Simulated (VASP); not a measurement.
Rh: relaxation of the atoms with PBE

The system is Rh.

```xyz
1
Lattice="0.0000 1.9019 1.9019 1.9019 0.0000 1.9019 1.9019 1.9019 0.0000" Properties=species:S:1:pos:R:3 pbc="T T T"
Rh    0.0000    0.0000    0.0000
```

The cell isn't the ideal one: a relaxed cell with its volume scaled by 0.98.

```
Program                : VASP 6.6.1
Task                   : relaxation of the atoms
Functional             : PBE
Potentials or basis    : VASP PAW PBE potentials, release 64 (Rh_pv)
Cutoff                 : 600 eV
k mesh                 : 16 × 16 × 16
Occupations            : methfessel-paxton, width 0.1 eV
Spin                   : no spin polarisation
Further INCAR settings : ALGO = Normal; EDIFF = 1e-07; IBRION = 2; EDIFFG = -0.01; NSW = 40
```

| Item | Value |
| --- | --- |
| Pressure after relaxing | 5.5 GPa |
| Band gap on the k mesh | none (metal or under the smearing width) |

Final structure:
```
Rh
1.0
     0.00000    1.90187    1.90187
     1.90187    0.00000    1.90187
     1.90187    1.90187    0.00000
Rh
1
Direct
  0.00000 0.00000 0.00000
```

Levels at points of the mesh, in eV from the Fermi level:
```tsv
k point	band 5	band 6	band 7	band 8	band 9	band 10
(0.00, 0.00, 0.00)	-3.06	-3.06	-3.06	-0.97	-0.97	16.01
(0.50, 0.00, 0.00)	-3.13	-3.13	0.59	0.59	0.75	8.65
(0.50, 0.50, 0.00)	-5.92	0.56	1.00	1.00	3.28	12.28
```

It took 14 s on 1 thread of Intel(R) Xeon(R) Platinum 8488C (Sapphire Rapids) (shared host), peak memory 0.16 GiB.

Caveat: the relaxation stopped at its first step, so nothing moved.
